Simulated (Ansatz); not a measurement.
A 3-atom cell of K2S started from a crystallographic database at its r2SCAN geometry, run in Ansatz at 2 levels of theory. (Simulation; spin polarisation is off.)

The LDA input:
```yaml
crystal:
  lattice:
    - [0.0, 3.7027187156, 3.7027187156]
    - [3.7027187156, 0.0, 3.7027187156]
    - [3.7027187156, 3.7027187156, 0.0]
  atoms:
    - { symbol: K, position: [0.25, 0.25, 0.25] }
    - { symbol: K, position: [0.75, 0.75, 0.75] }
    - { symbol: S, position: [0.0, 0.0, 0.0] }
kpoints:
  mp_grid: { grid: [6, 6, 6] }
  band_path:
    path:
      - [0.0, 0.0, 0.0]
      - [0.5, 0.0, 0.5]
      - [0.625, 0.25, 0.625]
      - [0.375, 0.375, 0.75]
      - [0.5, 0.5, 0.5]
      - [0.5, 0.25, 0.75]
      - [0.0, 0.5, 0.5]
    npoints: 1
hamiltonian:
  xc: lda
scf:
  occupations: { method: fixed }
  n_extra_bands: 4
output:
  forces: true
  stress: true
  eigenvalues: true
```

Main results, then, where recorded, the levels near the gap in eV from the Fermi energy (columns number the bands from 0), one row a point of the path (Γ, X, U, K, L, W, X):
```
Crystal: 3 atoms, lattice volume = 101.529 Å³
Symmetry: 48 space group operations
Space group: Fm-3m (ITA 225)
```
```
Basis set: ecut = 420 eV, 1989 PW (Γ)
k-points: 16 of 216
SCF 1 converged in 6 iterations: F = -3865.394144 eV  dr2 = 4.83e-9
Free energy (F): -3865.394144 eV
Fermi energy:    2.308555 eV
--- Stress (GPa, compression-positive) ---
       -1.709631       0.000000       0.000000
        0.000000      -1.709631       0.000000
        0.000000       0.000000      -1.709631
  P = ⅓ Tr σ = -1.7096 GPa (-17.096 kbar)
```
```tsv
band_7	band_8	band_9	band_10	band_11	band_12	band_13	band_14
-12.411	-9.575	-0.207	-0.207	-0.207	2.106	5.273	5.273
-12.338	-9.316	-0.797	0.000	0.000	3.292	5.049	6.370
-12.348	-9.318	-0.589	-0.223	-0.016	3.518	5.220	6.082
-12.348	-9.318	-0.589	-0.223	-0.016	3.518	5.220	6.082
-12.540	-9.362	-0.662	-0.071	-0.071	4.507	4.745	5.618
-12.354	-9.313	-0.409	-0.409	-0.017	3.502	5.541	5.541
-12.338	-9.316	-0.797	0.000	0.000	3.292	5.049	6.370
```

With LDA the valence top lies at X and the conduction bottom at Γ, 2.11 eV higher; the smallest vertical gap, at Γ, is 2.31 eV.

Question: In the first input these blocks are replaced (the band path and keys that only write files left aside):
```yaml
hamiltonian:
  xc: r2scan
```
What comes out?

Answer:
```
Basis set: ecut = 500 eV, 2637 PW (Γ)
k-points: 16 of 216
SCF 1 converged in 6 iterations: F = -3994.564919 eV  dr2 = 1.59e-8
Free energy (F): -3994.564919 eV
Fermi energy:    2.354850 eV
--- Stress (GPa, compression-positive) ---
        0.007163       0.000000       0.000000
        0.000000       0.007163       0.000000
        0.000000       0.000000       0.007163
  P = ⅓ Tr σ = 0.0072 GPa (0.072 kbar)
```
```tsv
band_7	band_8	band_9	band_10	band_11	band_12	band_13	band_14
-12.974	-10.045	-0.198	-0.198	-0.198	2.754	5.951	5.951
-12.906	-9.788	-0.714	0.000	0.000	3.710	5.891	7.178
-12.915	-9.790	-0.526	-0.198	-0.015	3.943	6.034	6.882
-12.915	-9.790	-0.526	-0.198	-0.015	3.943	6.034	6.882
-13.094	-9.836	-0.601	-0.067	-0.067	4.951	5.602	6.251
-12.920	-9.786	-0.363	-0.363	-0.016	3.928	6.343	6.343
-12.906	-9.788	-0.714	0.000	0.000	3.710	5.891	7.178
```
With r2SCAN the valence top lies at X and the conduction bottom at Γ, 2.75 eV higher; the smallest vertical gap, at Γ, is 2.95 eV. The mean stress is close to zero (0.01 GPa).

Totals of different functionals can't be compared.
